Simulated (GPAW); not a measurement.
Crystal: GaN.

```
CELL_PARAMETERS angstrom
0.00000 2.25350 2.25350
2.25350 0.00000 2.25350
2.25350 2.25350 0.00000
ATOMIC_POSITIONS crystal
Ga 0.00000 0.00000 0.00000
N 0.25000 0.25000 0.25000
```

The cell is a database's computed one.

Base run:

```yaml
Program: GPAW 26.7.0
Functional: PBEsol
Potentials_or_basis: PAW data sets generated in the run's folder for this functional
Cutoff: 600 eV
Basis: pw
k_mesh: 8 × 8 × 8
Occupations: fermi-dirac, width 0.001 eV
Spin: no spin polarisation
```

Its results: band gap on the k mesh 1.76 eV, direct; electronic dielectric tensor (diagonal) 5.71.

Question: The run is repeated on the same cell with these changes: functional from PBEsol to AM05. What comes out?

Answer: Band gap on the k mesh 1.84 eV, direct; electronic dielectric tensor (diagonal) 5.62.

Caveats: the long-wavelength limit can be off by a per cent or two.

A k mesh can miss the band edges.
